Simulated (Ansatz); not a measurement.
Pd:

```
CELL_PARAMETERS angstrom
-1.57228 1.57228 1.57228
1.57228 -1.57228 1.57228
1.57228 1.57228 -1.57228
ATOMIC_POSITIONS crystal
Pd 0.00000 0.00000 0.00000
```

This isn't the form of Pd at room conditions, which is fcc.

```yaml
Program: Ansatz 0.2.0
Task: relaxation of cell and atoms
Functional: HF
Potentials_or_basis: Ansatz PAW
Cutoff: "420 eV (not typed: the program's choice for these potentials)"
k_mesh: 6 × 6 × 6
Occupations: fermi-dirac, width 0.05 eV
Spin: no spin polarisation
```

At the start: volume 15.55 Å³/atom.

Task: How do energy, volume and symmetry change on relaxing?

Result: It ends after 7 steps and the volume is 16.02 Å³/atom (+3.0 %); space group Im-3m (No. 229, to 0.05 Å).

Step by step:
```tsv
step	energy change (eV)	largest force (eV/Å)	volume (Å³)
1	0.0000	0.0000	15.55
2	0.0042	0.0000	16.23
3	0.0009	0.0000	16.05
4	0.0007	0.0000	16.03
5	-0.0058	0.0000	16.03
6	-0.0060	0.0000	16.02
7	-0.0049	0.0000	16.02
```

Final structure:
```
Pd
1.0
    -1.58790    1.58790    1.58790
     1.58790   -1.58790    1.58790
     1.58790    1.58790   -1.58790
Pd
1
Direct
  0.00000 0.00000 0.00000
```

Caveat: the k mesh is coarse (spacing up to 0.47 Å⁻¹), so the values aren't converged, least of all with exact exchange; the plane-wave basis is chosen anew once the cell has moved, so the energies of steps on either side of that aren't comparable; the pressure holds a Pulay correction of +2.0 GPa for the finite cutoff; the PAW data sets come from PBE, with cores solved anew for the run's functional, which leaves a small shift of forces and pressure.
